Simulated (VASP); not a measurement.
# Si3N2 (I4/mmm) in VASP: reference runs

How does Si3N2 come out in PBE? The cell is run as given and disturbed.

Everything below comes from runs of VASP 6.6.1. Logs are shortened: lines on timing, memory, paths and dates and some standing lists are left out, and cuts for length are marked.

### Step 1. The structure

It takes space group I4/mmm (No. 139, tetragonal). The conventional cell has a = 2.727 Å, b = 2.727 Å, c = 14.025 Å, α = 90.00°, β = 90.00°, γ = 90.00°. Around Si (site symmetry 4/mmm) lie 6 Si at 2.39 to 2.73 Å. Si (site symmetry 4mm) is surrounded by 5 N at 1.95 Å. N (site symmetry 4mm) has 5 Si at 1.95 Å as nearest neighbours.

The cell was built by a generator and needn't be a form met in nature.

### Step 2. Single point, PBE

INCAR reads:

```
PREC = Accurate ; ENCUT = 520
EDIFF = 1E-7 ; ISMEAR = -1
SIGMA = 0.05 ; LREAL = F
LASPH = T ; NELM = 100
ALGO = Normal ; ISIF = 2
LWAVE = F ; LCHARG = F
GGA = PE ; NBANDS = 19
```

KPOINTS reads:

```
regular mesh
0
Gamma
  14 14 14
```

POSCAR reads:

```
Si3N2
1.0
   -1.3633600000      1.3633600000      7.0124700000
    1.3633600000     -1.3633600000      7.0124700000
    1.3633600000      1.3633600000     -7.0124700000
Si N
3 2
Direct
    0.5000000000      0.5000000000      0.0000000000
    0.3296000000      0.3296000000      0.0000000000
    0.6704000000      0.6704000000      0.0000000000
    0.1906200000      0.1906200000      0.0000000000
    0.8093800000      0.8093800000      0.0000000000
```

Potentials or basis: VASP PAW PBE potentials, release 64 (Si, N).

Launch:

```console
$ cat potpaw_PBE.64/Si/POTCAR potpaw_PBE.64/N/POTCAR > POTCAR
$ mpirun -np 1 vasp_std > vasp.out
```

OUTCAR:

```text
PREC = Accurate
   ENCUT = 520
   EDIFF = 1E-7
   ISMEAR = -1
   LREAL = F
   LASPH = T
   NELM = 100
   ISIF = 2
   GGA = PE

 ion  position               nearest neighbor table
   1  0.500  0.500  0.000-   2 2.39   3 2.39
   2  0.330  0.330  0.000-   5 1.95   5 1.95   5 1.95   5 1.95   4 1.95   1 2.39   3 2.95   3 2.95
                             3 2.95   3 2.95
   3  0.670  0.670  0.000-   4 1.95   4 1.95   4 1.95   4 1.95   5 1.95   1 2.39   2 2.95   2 2.95
                             2 2.95   2 2.95
   4  0.191  0.191  0.000-   3 1.95   3 1.95   3 1.95   3 1.95   2 1.95
   5  0.809  0.809  0.000-   2 1.95   2 1.95   2 1.95   2 1.95   3 1.95

  LATTYP: Found a body centered tetragonal cell.
 ALAT       =     2.7267200000
 C/A-ratio  =     5.1435204201

  Lattice vectors:

 A1 = (  -1.3633600000,   1.3633600000,   7.0124700000)
 A2 = (   1.3633600000,  -1.3633600000,   7.0124700000)
 A3 = (   1.3633600000,   1.3633600000,  -7.0124700000)

Analysis of symmetry for initial positions (statically):
=====================================================================
 Subroutine PRICEL returns:
 Original cell was already a primitive cell.

 Routine SETGRP: Setting up the symmetry group for a
 body centered tetragonal supercell.

 Subroutine GETGRP returns: Found 16 space group operations
 (whereof 16 operations were pure point group operations)
 out of a pool of 16 trial point group operations.

The static configuration has the point symmetry D_4h.

Analysis of symmetry for dynamics (positions and initial velocities):
=====================================================================
 Subroutine PRICEL returns:
 Original cell was already a primitive cell.

 Routine SETGRP: Setting up the symmetry group for a
 body centered tetragonal supercell.

 Subroutine GETGRP returns: Found 16 space group operations
 (whereof 16 operations were pure point group operations)
 out of a pool of 16 trial point group operations.

The dynamic configuration has the point symmetry D_4h.

 Subroutine INISYM returns: Found 16 space group operations
 (whereof 16 operations are pure point group operations),
 and found     1 'primitive' translations

----------------------------------------------------------------------------------------

                                     Primitive cell

  volume of cell :      52.1377

  direct lattice vectors                    reciprocal lattice vectors
    -1.363360000  1.363360000  7.012470000     0.000000000  0.366740993  0.071301553
     1.363360000 -1.363360000  7.012470000     0.366740993  0.000000000  0.071301553
     1.363360000  1.363360000 -7.012470000     0.366740993  0.366740993  0.000000000

  length of vectors
     7.272704894  7.272704894  7.272704894     0.373607906  0.373607906  0.518650086

  position of ions in fractional coordinates (direct lattice)
     0.500000000  0.500000000  0.000000000
     0.329600000  0.329600000  0.000000000
     0.670400000  0.670400000  0.000000000
     0.190620000  0.190620000  0.000000000
     0.809380000  0.809380000  0.000000000

  ion indices of the primitive-cell ions
   primitive index   ion index
                 1           1
                 2           2
                 3           3
                 4           4
                 5           5

----------------------------------------------------------------------------------------

 KPOINTS: regular mesh

Automatic generation of k-mesh.
 Grid dimensions read from file:
 generate k-points for:   14   14   14

 Generating k-lattice:

  Cartesian coordinates                     Fractional coordinates (reciprocal lattice)
     0.000000000  0.026195785  0.005092968     0.071428571 -0.000000000  0.000000000
     0.026195785  0.000000000  0.005092968    -0.000000000  0.071428571  0.000000000
     0.026195785  0.026195785  0.000000000     0.000000000  0.000000000  0.071428571

  Length of vectors
     0.026686279  0.026686279  0.037046435

  Shift w.r.t. Gamma in fractional coordinates (k-lattice)
     0.000000000  0.000000000  0.000000000

 Subroutine IBZKPT returns following result:
 ===========================================

 Found    244 irreducible k-points:

 Following reciprocal coordinates:
            Coordinates               Weight
  0.000000  0.000000  0.000000      1.000000
  0.071429  0.000000 -0.000000      8.000000
  0.142857  0.000000  0.000000      8.000000
  0.214286 -0.000000  0.000000      8.000000
  0.285714 -0.000000  0.000000      8.000000
  0.357143 -0.000000  0.000000      8.000000
[... 16 lines left out ...]
  0.214286  0.142857 -0.000000     16.000000
  0.285714  0.142857  0.000000     16.000000
 [... further k-points ...]
   k-points           NKPTS =    244   k-points in BZ     NKDIM =    244   number of bands    NBANDS=     19
   number of dos      NEDOS =    301   number of ions     NIONS =      5
   total plane-waves  NPLWV = 157464
   dimension x,y,z NGX =    54 NGY =   54 NGZ =   54
   dimension x,y,z NGXF=   108 NGYF=  108 NGZF=  108
   ions per type =               3   2
   NGX,Y,Z   is equivalent  to a cutoff of  12.34, 12.34, 12.34 a.u.
   NGXF,Y,Z  is equivalent  to a cutoff of  24.69, 24.69, 24.69 a.u.
 SYSTEM =  unknown system
   PREC   = accura    normal or accurate (medium, high low for compatibility)
   ISTART =      0    job   : 0-new  1-cont  2-samecut
   ICHARG =      2    charge: 1-file 2-atom 10-const
   ISPIN  =      1    spin polarized calculation?
   LNONCOLLINEAR =      F non collinear calculations
   LSORBIT =      F    spin-orbit coupling
   LASPH  =      T    aspherical Exc in radial PAW
   ENCUT  =  520.0 eV  38.22 Ry    6.18 a.u.  13.52 13.52 13.52*2*pi/ulx,y,z
   NELM   =    100;   NELMIN=  2; NELMDL= -5     # of ELM steps
   EDIFF  = 0.1E-06   stopping-criterion for ELM
   LREAL  =      F    real-space projection
   EDIFFG = 0.1E-05   stopping-criterion for IOM
   NSW    =      0    number of steps for IOM
   IBRION =     -1    ionic relax: 0-MD 1-quasi-New 2-CG
   NFREE  =      0    steps in history (QN), initial steepest desc. (CG)
   ISIF   =      2    stress and relaxation
   ISYM   =      2    0-nonsym 1-usesym 2-fastsym
   POTIM  = 0.5000    time-step for ionic-motion
   TEBEG  =    0.0;   TEEND  =   0.0 temperature during run
   PSTRESS=    0.0 pullay stress
   NELECT =      22.0000    total number of electrons
   NUPDOWN=      -1.0000    fix difference up-down
   EMIN   =  10.00;   EMAX   =-10.00  energy-range for DOS
   EFERMI =   0.00;   METHOD = LEGACY
   ISMEAR =    -1;   SIGMA  =   0.05  broadening in eV -4-tet -1-fermi 0-gaus
   EFERMI_NEDOS =   21; number of points for ismear=-14 and -15
   IALGO  =     38    algorithm
   IMIX   =      4    mixing-type and parameters
     AMIX     =   0.40;   BMIX     =  1.00
     AMIX_MAG =   1.60;   BMIX_MAG =  1.00
  volume/ion in A,a.u.               =      10.43        70.37
  Fermi-wavevector in a.u.,A,eV,Ry     =   1.227906  2.320405 20.514218  1.507752
  Thomas-Fermi vector in A             =   2.362851
   LORBIT       =      0    0 simple, 1 ext, 2 COOP (PROOUT), +10 PAW based schemes
   GGA     = PE    functional components
[... 5 lines left out ...]
 non-spin polarized calculation
  energy-cutoff  :      520.00
  volume of cell :       52.14
 maximum number of plane-waves:      1424
   NGX = 27   NGY = 27   NGZ = 27

 number of electron      21.9999999 magnetization

 Free energy of the ion-electron system (eV)
  ---------------------------------------------------
  ext. energy  EPLUGINS =         0.00000000
  ---------------------------------------------------
  free energy    TOTEN  =       -33.77869945 eV

  energy without entropy =      -33.77483384  energy(sigma->0) =      -33.77676664

 E-fermi :  10.7901     XC(G=0): -11.6943

 val. band max:       10.7852757501   @ k =  -0.3571   0.2143   0.0714
 cond. band min:      10.7925699577   @ k =  -0.4286   0.4286   0.1429
 fundamental gap:      0.0072942076
 Fermi energy:        10.7901071850

 k-point     1 :       0.0000    0.0000    0.0000
  band No.  band energies     occupation
      1     -10.8227      2.00000
      2      -7.3010      2.00000
      3      -1.0256      2.00000
      4       3.1812      2.00000
      5       3.4221      2.00000
      6       4.6171      2.00000
[... 11 lines left out ...]
     18      19.5064      0.00000
     19      19.9336      0.00000

 k-point     2 :       0.0714    0.0000   -0.0000
  band No.  band energies     occupation
      1     -10.7408      2.00000
      2      -7.2400      2.00000
      3      -0.9268      2.00000
      4       2.7056      2.00000
      5       3.4829      2.00000
      6       4.6746      2.00000
[... 11 lines left out ...]
     18      19.6445      0.00000
     19      20.2066      0.00000

 k-point     3 :       0.1429    0.0000    0.0000
  band No.  band energies     occupation
      1     -10.4969      2.00000
      2      -7.0660      2.00000
      3      -0.6354      2.00000
      4       1.6665      2.00000
      5       3.4496      2.00000
      6       4.8441      2.00000
[... 11 lines left out ...]
     18      18.9090      0.00000
     19      20.3288      0.00000

 k-point     4 :       0.2143   -0.0000    0.0000
  band No.  band energies     occupation
      1     -10.0960      2.00000
      2      -6.8110      2.00000
      3      -0.2126      2.00000
      4       0.4850      2.00000
      5       3.0679      2.00000
      6       4.3864      2.00000
[... 11 lines left out ...]
     18      19.4802      0.00000
     19      19.8013      0.00000

 k-point     5 :       0.2857   -0.0000    0.0000
  band No.  band energies     occupation
      1      -9.5486      2.00000
      2      -6.5528      2.00000
      3      -0.8173      2.00000
      4       0.5977      2.00000
      5       1.9769      2.00000
      6       4.3879      2.00000
[... 11 lines left out ...]
     18      19.4737      0.00000
     19      20.0458      0.00000

 k-point     6 :       0.3571   -0.0000    0.0000
  band No.  band energies     occupation
      1      -8.8743      2.00000
      2      -6.4547      2.00000
      3      -1.5940      2.00000
      4       0.6398      2.00000
      5       1.5142      2.00000
      6       4.7289      2.00000
[... 11 lines left out ...]
     18      19.6631      0.00000
     19      19.9946      0.00000

 k-point     7 :       0.4286   -0.0000    0.0000
  band No.  band energies     occupation
      1      -8.1114      2.00000
      2      -6.7194      2.00000
      3      -1.7743      2.00000
      4      -0.4546      2.00000
      5       2.4483      2.00000
      6       4.9173      2.00000
[... 11 lines left out ...]
     18      19.0107      0.00000
     19      20.0307      0.00000

 k-point     8 :       0.5000    0.0000    0.0000
  band No.  band energies     occupation
      1      -7.3412      2.00000
      2      -7.3385      2.00000
      3      -1.3771      2.00000
      4      -1.2764      2.00000
      5       3.1426      2.00000
      6       4.3556      2.00000
[... 256 lines left out ...]
 k-point    20 :      -0.1429    0.0714    0.0000
  band No.  band energies     occupation
      1     -10.4163      2.00000
      2      -7.0044      2.00000
      3      -0.5612      2.00000
      4       1.6717      2.00000
      5       3.5442      2.00000
      6       3.9829      2.00000
[... 11 lines left out ...]
     18      19.2037      0.00000
     19      19.8269      0.00000

 k-point    21 :      -0.0714    0.0714    0.0000
  band No.  band energies     occupation
      1     -10.6594      2.00000
      2      -7.1783      2.00000
      3      -0.8414      2.00000
      4       2.5148      2.00000
      5       3.5100      2.00000
      6       4.1531      2.00000
[... 11 lines left out ...]
     18      19.6513      0.00000
     19      19.8622      0.00000

 k-point    22 :       0.1429    0.1429    0.0000
  band No.  band energies     occupation
      1     -10.1738      2.00000
      2      -6.8410      2.00000
      3      -0.2246      2.00000
      4       1.4796      2.00000
      5       3.1007      2.00000
      6       3.4745      2.00000
[... 11 lines left out ...]
     18      18.5850      0.00000
     19      19.2256      0.00000

 k-point    23 :       0.2143    0.1429   -0.0000
  band No.  band energies     occupation
      1      -9.7773      2.00000
      2      -6.5939      2.00000
      3       0.0760      2.00000
      4       0.8834      2.00000
      5       2.8791      2.00000
      6       3.2403      2.00000
[... 11 lines left out ...]
     18      18.2039      0.00000
     19      18.8567      0.00000

 k-point    24 :       0.2857    0.1429    0.0000
  band No.  band energies     occupation
      1      -9.2369      2.00000
      2      -6.3429      2.00000
      3      -0.5601      2.00000
      4       1.1497      2.00000
      5       2.1862      2.00000
      6       3.2118      2.00000
[... 11 lines left out ...]
     18      17.9289      0.00000
     19      19.8670      0.00000

 [... further k-points ...]

------------------------ aborting loop because EDIFF is reached ----------------------------------------

  FORCE on cell =-STRESS in cart. coord.  units (eV):
  Direction    XX          YY          ZZ          XY          YZ          ZX
  --------------------------------------------------------------------------------------
  -------------------------------------------------------------------------------------
  Total        0.0531953      0.0531953      0.1022426      0.0000000     -0.0000000     -0.0000000
  in kB        1.6346765      1.6346765      3.1418842      0.0000000     -0.0000000     -0.0000000
  external PRESSURE =       2.1370790 kB  Pullay stress =       0.0000000 kB

 VOLUME and BASIS-vectors are now :
 -----------------------------------------------------------------------------
  energy-cutoff  :      520.00
  volume of cell :       52.14
      direct lattice vectors                 reciprocal lattice vectors
    -1.363360000  1.363360000  7.012470000     0.000000000  0.366740993  0.071301553
     1.363360000 -1.363360000  7.012470000     0.366740993  0.000000000  0.071301553
     1.363360000  1.363360000 -7.012470000     0.366740993  0.366740993  0.000000000

 POSITION                                       TOTAL-FORCE (eV/Angst)
 -----------------------------------------------------------------------------------
      0.00000      0.00000      7.01247        -0.000000     -0.000000      0.000000
      0.00000      0.00000      4.62262        -0.000000     -0.000000     -0.002092
      0.00000      0.00000      9.40232        -0.000000     -0.000000      0.002092
      0.00000      0.00000      2.67343         0.000000      0.000000     -0.040917
      0.00000      0.00000     11.35151         0.000000      0.000000      0.040917
 -----------------------------------------------------------------------------------
    total drift:                               -0.000000      0.000000      0.000000

  FREE ENERGIE OF THE ION-ELECTRON SYSTEM (eV)
  ---------------------------------------------------
  free  energy   TOTEN  =       -33.7786994503 eV

  energy  without entropy=      -33.7748338362  energy(sigma->0) =      -33.77676664
```

Wall time 6.8 min (1 thread of Intel Xeon 6975P-C (Granite Rapids), shared host); peak memory 0.51 GiB.

What came out:

- Free energy: -33.7787 eV
- Pressure: 0.2 GPa
- Largest force: 0.041 eV/Å
- Band gap on the k mesh: none (metal or under the smearing width)

Forces in eV/Å, atoms in the order of the input:
```
Si   0.000  0.000  0.000
Si   0.000  0.000 -0.002
Si   0.000  0.000  0.002
N    0.000  0.000 -0.041
N    0.000  0.000  0.041
```

Stress tensor (GPa, compression positive):
```
0.16 0.00 0.00
0.00 0.16 0.00
0.00 0.00 0.31
```

[end of part 1 of 2]
